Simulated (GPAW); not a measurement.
# Pd (Fm-3m) in GPAW: further runs

Aim: see how the results for Pd move with the level of theory and the settings. Levels: LDA, PBE, RPBE. Tasks: single point.

All numbers are computed with GPAW 26.7.0; they aren't measurements. Logs are shortened: lines on timing, memory, paths and dates and some standing lists are left out, and cuts for length are marked. The log counts tension as positive stress, the text compression.

### Step 1. Starting point

The structure is cubic, space group Fm-3m (No. 225). The conventional cell has a = 3.893 Å, b = 3.893 Å, c = 3.893 Å, α = 90.00°, β = 90.00°, γ = 90.00°. Pd (site symmetry m-3m) is surrounded by 12 Pd at 2.75 Å.

### Step 2. Single point, LDA

run.py reads:

```python
from ase.dft.bandgap import bandgap
from ase.io import read, write
from ase.units import GPa
from gpaw import GPAW, PW

atoms = read('Pd.xyz')

calc = GPAW(mode=PW(600),
            xc='LDA',
            kpts={'size': (12, 12, 12), 'gamma': True},
            occupations={'name': 'methfessel-paxton', 'order': 0, 'width': 0.1},
            nbands=17,
            convergence={'density': 1e-05, 'energy': 1e-05},
            maxiter=150,
            txt='gpaw.txt')
atoms.calc = calc
energy = atoms.get_potential_energy()
forces = atoms.get_forces()
stress = atoms.get_stress()
calc.write('gs.gpw')
write('result.traj', atoms)
print(f'Energy: {energy:.6f} eV')
print('Forces (eV/A):')
print(forces.round(4))
print('Stress (GPa):', (stress / GPa).round(3))
print('Fermi level:', round(calc.get_fermi_level(), 4), 'eV')
print(f'Gap: {bandgap(calc)[0]:.4f} eV, direct: {bandgap(calc, direct=True)[0]:.4f} eV')
```

Pd.xyz reads:

```xyz
1
Lattice="0.0000000000 1.9465000000 1.9465000000 1.9465000000 0.0000000000 1.9465000000 1.9465000000 1.9465000000 0.0000000000" Properties=species:S:1:pos:R:3 pbc="T T T"
Pd     0.0000000000      0.0000000000      0.0000000000
```

Potentials or basis: the program's PAW data sets (release 1.2.1) made for this functional, pw.

Command:

```console
$ OMP_NUM_THREADS=1 python run.py
```

gpaw.txt:

```text
__  _  _
 | _ |_)|_||  |
 |__||  | ||/\| - 26.7.0

Input parameters:
  mode=PW(ecut=600.0),
  convergence={'density': 1e-05, 'energy': 1e-05},
  kpts=MonkhorstPack(size=(12, 12, 12), gamma=True),
  maxiter=150,
  nbands=17,
  occupations=Occupations(name='methfessel-paxton', order=0, width=0.1),
  xc=XC(name='LDA')

Diagonalizing LCAO Hamiltonian
Converting LCAO to pw mode

       Pd

Atoms  # Å, Bohr magnetons
|   | symbol |        x |        y |        z |    initial magnetic moments |
|---|--------|----------|----------|----------|-----------------------------|
| 0 |     Pd | 0.000000 | 0.000000 | 0.000000 | ( 0.0000,  0.0000,  0.0000) |

Unit cell  # Å
| periodic |        x |        y |        z |  lengths |    angles |
|----------|----------|----------|----------|----------|-----------|
|      yes | 0.000000 | 1.946500 | 1.946500 | 2.752767 | 60.000000 |
|      yes | 1.946500 | 0.000000 | 1.946500 | 2.752767 | 60.000000 |
|      yes | 1.946500 | 1.946500 | 0.000000 | 2.752767 | 60.000000 |

Number of symmetries: 48
Symmetry operations  # r_c * U_cc + t_c -> r_c
|    | kind |            matrix            |
|----|------|------------------------------|
|  0 |  σ   |  1, 0, 0,  1, 0,-1,  1,-1, 0 |
|  1 |  C2  |  1, 0, 0,  1,-1, 0,  1, 0,-1 |
|  2 |  E   |  1, 0, 0,  0, 1, 0,  0, 0, 1 |
|  3 |  σ   |  1, 0, 0,  0, 0, 1,  0, 1, 0 |
|  4 |  C4  |  1, 0,-1,  1, 0, 0,  1,-1, 0 |
|  5 |  S6  |  1, 0,-1,  1,-1, 0,  1, 0, 0 |
|  6 |  σ   |  1, 0,-1,  0, 1,-1,  0, 0,-1 |
|  7 |  C3  |  1, 0,-1,  0, 0,-1,  0, 1,-1 |
|  8 |  S6  |  1,-1, 0,  1, 0, 0,  1, 0,-1 |
|  9 |  C4  |  1,-1, 0,  1, 0,-1,  1, 0, 0 |
| 10 |  C3  |  1,-1, 0,  0,-1, 1,  0,-1, 0 |
| 11 |  σ   |  1,-1, 0,  0,-1, 0,  0,-1, 1 |
| 12 |  σ   |  0, 1, 0,  1, 0, 0,  0, 0, 1 |
| 13 |  C4  |  0, 1, 0,  0, 1,-1, -1, 1, 0 |
| 14 |  C3  |  0, 1, 0,  0, 0, 1,  1, 0, 0 |
| 15 |  S6  |  0, 1, 0, -1, 1, 0,  0, 1,-1 |
| 16 |  C2  |  0, 1,-1,  1, 0,-1,  0, 0,-1 |
| 17 |  σ   |  0, 1,-1,  0, 1, 0, -1, 1, 0 |
| 18 |  S4  |  0, 1,-1,  0, 0,-1,  1, 0,-1 |
| 19 |  C4  |  0, 1,-1, -1, 1, 0,  0, 1, 0 |
| 20 |  C3  |  0, 0, 1,  1, 0, 0,  0, 1, 0 |
| 21 |  σ   |  0, 0, 1,  0, 1, 0,  1, 0, 0 |
| 22 |  S6  |  0, 0, 1,  0,-1, 1, -1, 0, 1 |
| 23 |  C4  |  0, 0, 1, -1, 0, 1,  0,-1, 1 |
| 24 |  S4  |  0, 0,-1,  1, 0,-1,  0, 1,-1 |
| 25 |  C3  |  0, 0,-1,  0, 1,-1,  1, 0,-1 |
| 26 |  C2  |  0, 0,-1,  0,-1, 0, -1, 0, 0 |
| 27 |  S6  |  0, 0,-1, -1, 0, 0,  0,-1, 0 |
| 28 |  S4  |  0,-1, 1,  1,-1, 0,  0,-1, 0 |
| 29 |  C4  |  0,-1, 1,  0, 0, 1, -1, 0, 1 |
| 30 |  C2  |  0,-1, 1,  0,-1, 0,  1,-1, 0 |
| 31 |  σ   |  0,-1, 1, -1, 0, 1,  0, 0, 1 |
| 32 |  C3  |  0,-1, 0,  1,-1, 0,  0,-1, 1 |
| 33 |  S6  |  0,-1, 0,  0, 0,-1, -1, 0, 0 |
| 34 |  S4  |  0,-1, 0,  0,-1, 1,  1,-1, 0 |
| 35 |  C2  |  0,-1, 0, -1, 0, 0,  0, 0,-1 |
| 36 |  C2  | -1, 1, 0,  0, 1, 0,  0, 1,-1 |
| 37 |  S6  | -1, 1, 0,  0, 1,-1,  0, 1, 0 |
| 38 |  S4  | -1, 1, 0, -1, 0, 1, -1, 0, 0 |
| 39 |  C3  | -1, 1, 0, -1, 0, 0, -1, 0, 1 |
| 40 |  S6  | -1, 0, 1,  0, 0, 1,  0,-1, 1 |
| 41 |  C2  | -1, 0, 1,  0,-1, 1,  0, 0, 1 |
| 42 |  C3  | -1, 0, 1, -1, 1, 0, -1, 0, 0 |
| 43 |  S4  | -1, 0, 1, -1, 0, 0, -1, 1, 0 |
| 44 |  C2  | -1, 0, 0,  0, 0,-1,  0,-1, 0 |
| 45 |  i   | -1, 0, 0,  0,-1, 0,  0, 0,-1 |
| 46 |  σ   | -1, 0, 0, -1, 1, 0, -1, 0, 1 |
| 47 |  C2  | -1, 0, 0, -1, 0, 1, -1, 1, 0 |

BZ-sampling:
  Number of BZ points: 1728
  Number of IBZ points: 72

  Monkhorst-Pack size: [12, 12, 12]
  Monkhorst-Pack shift: [0.041666666666666664, 0.041666666666666664, 0.041666666666666664]

K-points  # in reciprocal-cell coordinates
|     |                                coordinates |     weight |
|-----|--------------------------------------------|------------|
|   0 | ( -0.00000000,  -0.00000000,  -0.00000000) | 0.00057870 |
|   1 | (  0.08333333,   0.08333333,  -0.00000000) | 0.00347222 |
|   2 | (  0.08333333,   0.08333333,   0.08333333) | 0.00462963 |
|   3 | (  0.16666667,   0.08333333,   0.08333333) | 0.00694444 |
|   4 | (  0.16666667,   0.16666667,  -0.00000000) | 0.00347222 |
|   5 | (  0.16666667,   0.16666667,   0.08333333) | 0.01388889 |
|   6 | (  0.16666667,   0.16666667,   0.16666667) | 0.00462963 |
|   7 | (  0.25000000,   0.16666667,   0.08333333) | 0.01388889 |
|   8 | (  0.25000000,   0.16666667,   0.16666667) | 0.01388889 |
|   9 | (  0.25000000,   0.25000000,  -0.00000000) | 0.00347222 |
| ... |                                            |            |
|  71 | (  0.50000000,   0.50000000,   0.50000000) | 0.00231481 |

Plane wave coefficients: 531
Cutoff: 600.0 eV

Spin-components: 1 (collinear spins)
Bands:           17
Projectors:      6
Spin-degeneracy: 2
Datatype:        complex128

Parallelization:
  kpt:    1
  domain: 1
  band:   1

Density:
  Valence electrons: 16.0
  Components: 1
  Grid points: [16 16 16]
  Charge: 0.0  # |e|

Potential:
  Grid points: [16 16 16]

species:
  Pd:
    name:    Palladium
    Z:       46.0
    valence: 16
    core:    30
    charge:  0.0  # [|e|]
    compensation charges:
      type: gauss
      rc: 0.38  # [Å]
      lmax: 2
    cutoffs:
      filter: 2.38  # [Å]
      core: 2.28  # [Å]
    projectors
    | kind |    occ | energy [eV] | rcut [Å] |
    |------|--------|-------------|----------|
    |   5s |  0.000 |      -3.604 |    1.228 |
    |   4p |  6.000 |     -51.371 |    1.360 |
    |   5p |  0.000 |      -0.356 |    1.360 |
    |   4d | 10.000 |      -4.308 |    1.228 |
    |    s |        |      23.607 |    1.228 |
    |    d |        |      22.904 |    1.228 |

    Using partial waves for Pd as LCAO basis

Reference energy: -137098.078098  # eV

eigensolver:
  PPCG
  Converge bands: occupied
  niter=2

density mixing:
  MSR1-Mixer
  Pratt-step length: 0.05
  Maximum mixing coefficient: 0.75
  Old densities: 10
  SVD Regularization: 0.005
  Good broyden scale: 1.0
  Trust region scale: 1.0
  Backstep threshold: 4.0
  History deletion threshold: 6.0
  Fourier metric: weight=20.0, sigma=0.015

occupation numbers:
  Methfessel-Paxton:
    width: 0.1000  # eV
    order: 0

poisson solver:
  ecut: 4800.0  # eV

xc functional:
  name: None

convergence criteria:
- Maximum integral of absolute [dens]ity change: 1e-05 electrons / valence electron
- Maximum [total energy] change in last 3 cyles: 1e-05 eV / valence electron
- Maximum integral of absolute [eigenst]ate change: 4e-08 eV^2 / valence electron
maximum number of iterations: 150

SCF iterations
|iter     | |      energy | eigst |  dens |
|---------|-|-------------|-------|-------|
|iter:   1| |   -6.428464 | -0.06 |       |
|iter:   2| |   -6.130565 | -2.52 | -0.95 |
|iter:   3| |   -5.229161 | -1.42 | -1.01 |
|iter:   4| |   -5.214873 | -3.56 | -2.05 |
|iter:   5| |   -5.210105 | -3.96 | -2.21 |
|iter:   6| |   -5.210105 | -6.42 | -3.71 |
|iter:   7| |   -5.210104c| -7.32 | -4.02 |
|iter:   8| |   -5.210104c| -7.97c| -5.05c|

Converged in 8 steps
Energy contributions relative to reference atoms: (reference = -137098.078098)

Energy contributions:
  Kinetic:          -5.291542
  Coulomb:           0.573516
  Zero:             -0.203318
  External:          0.000000
  Xc:               -0.282304
  Entropy:          -0.012912
  Spinorbit:         0.000000
  ----------------------------
  Free energy:      -5.216560
  Extrapolated:     -5.210104

dipole moment: (-11.652166, -11.652166, -11.652166)  # |e|*Ang

Fermi level: 9.137
Eigenvalues  # (at kpt = [-0.000, -0.000, -0.000])
| band index |      eig [eV] | occ [0-2] |
|------------|---------------|-----------|
|          0 |       -40.415 |     2.000 |
|          1 |       -40.415 |     2.000 |
|          2 |       -40.415 |     2.000 |
|          3 |         1.912 |     2.000 |
|          4 |         6.289 |     2.000 |
|          5 |         6.289 |     2.000 |
|          6 |         6.289 |     2.000 |
|          7 |         7.934 |     2.000 |
|          8 |         7.934 |     2.000 |
|          9 |        26.588 |     0.000 |
|         10 |        31.552 |     0.000 |
|         11 |        31.552 |     0.000 |
|         12 |        31.552 |     0.000 |
|         13 |        36.331 |     0.000 |
|         14 |        38.334 |     0.000 |
|         15 |        39.330 |     0.000 |
|         16 |        39.330 |     0.000 |

No gap
No difference between direct/indirect transitions

Forces  # eV/Ang
|        x |       y |       z |
|----------|---------|---------|
| -0.00000 | 0.00000 | 0.00000 |  # Pd   0

Stress tensor  # eV/Ang^3
|         x |         y |         z |
|-----------|-----------|-----------|
|  0.053810 | -0.000000 | -0.000000 |
| -0.000000 |  0.053810 |  0.000000 |
| -0.000000 |  0.000000 |  0.053810 |

# Writing to gs.gpw (mode='')
```

Wall time 9.8 s (1 thread of Arm Neoverse V1, shared host); peak memory 0.14 GiB.

What came out:

| Quantity | Value |
| --- | --- |
| Free energy | -5.2166 eV |
| Pressure | -8.6 GPa |
| Band gap on the k mesh | none (metal or under the smearing width) |

### Step 3. Single point, PBE

run.py: that of step 2 with these lines changed.

```diff
@@ -8,3 +8,3 @@
 calc = GPAW(mode=PW(600),
-            xc='LDA',
+            xc='PBE',
             kpts={'size': (12, 12, 12), 'gamma': True},
```

Pd.xyz is that of step 2.

Potentials or basis: GPAW PAW data sets (gpaw-data 1.2.1), pw.

Command:

```console
$ OMP_NUM_THREADS=1 python run.py
```

gpaw.txt:

```text
__  _  _
 | _ |_)|_||  |
 |__||  | ||/\| - 26.7.0

Input parameters:
  mode=PW(ecut=600.0),
  convergence={'density': 1e-05, 'energy': 1e-05},
  kpts=MonkhorstPack(size=(12, 12, 12), gamma=True),
  maxiter=150,
  nbands=17,
  occupations=Occupations(name='methfessel-paxton', order=0, width=0.1),
  xc=XC(name='PBE')

Diagonalizing LCAO Hamiltonian
Converting LCAO to pw mode

       Pd

Atoms  # Å, Bohr magnetons
|   | symbol |        x |        y |        z |    initial magnetic moments |
|---|--------|----------|----------|----------|-----------------------------|
| 0 |     Pd | 0.000000 | 0.000000 | 0.000000 | ( 0.0000,  0.0000,  0.0000) |

Unit cell  # Å
| periodic |        x |        y |        z |  lengths |    angles |
|----------|----------|----------|----------|----------|-----------|
|      yes | 0.000000 | 1.946500 | 1.946500 | 2.752767 | 60.000000 |
|      yes | 1.946500 | 0.000000 | 1.946500 | 2.752767 | 60.000000 |
|      yes | 1.946500 | 1.946500 | 0.000000 | 2.752767 | 60.000000 |

Number of symmetries: 48
Symmetry operations  # r_c * U_cc + t_c -> r_c
|    | kind |            matrix            |
|----|------|------------------------------|
[... 170 lines left out ...]
Converged in 9 steps
Energy contributions relative to reference atoms: (reference = -137227.490718)

Energy contributions:
  Kinetic:          -1.814380
  Coulomb:          -2.639611
  Zero:             -0.152129
  External:          0.000000
  Xc:                0.741537
  Entropy:          -0.012926
  Spinorbit:         0.000000
  ----------------------------
  Free energy:      -3.877510
  Extrapolated:     -3.871047

dipole moment: (-11.557364, -11.557364, -11.557364)  # |e|*Ang

Fermi level: 9.465
Eigenvalues  # (at kpt = [-0.000, -0.000, -0.000])
| band index |      eig [eV] | occ [0-2] |
|------------|---------------|-----------|
|          0 |       -40.188 |     2.000 |
|          1 |       -40.188 |     2.000 |
|          2 |       -40.188 |     2.000 |
|          3 |         2.360 |     2.000 |
|          4 |         6.649 |     2.000 |
|          5 |         6.649 |     2.000 |
[... 9 lines left out ...]
|         15 |        39.719 |     0.000 |
|         16 |        39.719 |     0.000 |

No gap
No difference between direct/indirect transitions

Forces  # eV/Ang
|       x |        y |       z |
|---------|----------|---------|
| 0.00000 | -0.00000 | 0.00000 |  # Pd   0

Stress tensor  # eV/Ang^3
|         x |         y |         z |
|-----------|-----------|-----------|
| -0.042772 |  0.000000 |  0.000000 |
|  0.000000 | -0.042772 | -0.000000 |
|  0.000000 | -0.000000 | -0.042772 |

# Writing to gs.gpw (mode='')
```

stdout:

```text
Energy: -3.871047 eV
Forces (eV/A):
[[ 0. -0.  0.]]
Stress (GPa): [-6.853 -6.853 -6.853 -0.     0.     0.   ]
Fermi level: 9.465 eV
Gap: 0.0000 eV, direct: 0.0000 eV
```

Run time: 11 s. Hardware: 1 thread of Arm Neoverse V1, shared host; peak memory 0.14 GiB.

Results:

```yaml
Free_energy: -3.8775 eV
Pressure: 6.9 GPa
Band_gap_on_the_k_mesh: none (metal or under the smearing width)
```

### Step 4. Single point, RPBE

run.py: that of step 3 with these lines changed.

```diff
@@ -8,3 +8,3 @@
 calc = GPAW(mode=PW(600),
-            xc='PBE',
+            xc='RPBE',
             kpts={'size': (12, 12, 12), 'gamma': True},
```

Pd.xyz is that of step 3.

Potentials or basis: the program's PAW data sets (release 1.2.1) made for this functional, pw.

Command:

```console
$ OMP_NUM_THREADS=1 python run.py
```

Run time: 11 s. Hardware: 1 thread of Arm Neoverse V1, shared host; peak memory 0.14 GiB.

It converged, with:

- Free energy: -3.2313 eV
- Pressure: 11.8 GPa
- Band gap on the k mesh: none (metal or under the smearing width)

Levels at points of the mesh, in eV from the Fermi level:
| k point | band 5 | band 6 | band 7 | band 8 | band 9 | band 10 | band 11 | band 12 |
| --- | --- | --- | --- | --- | --- | --- | --- | --- |
| (0.00, 0.00, 0.00) | -2.80 | -2.80 | -2.80 | -1.21 | -1.21 | 17.53 | 22.59 | 22.59 |
| (0.50, 0.50, 0.00) | -5.06 | -0.04 | 0.31 | 0.31 | 3.41 | 10.84 | 13.59 | 13.59 |
| (0.50, 0.50, 0.50) | -2.86 | -2.86 | -0.01 | -0.01 | 1.06 | 7.40 | 16.83 | 22.11 |

(Continued in part 2 of 2.)
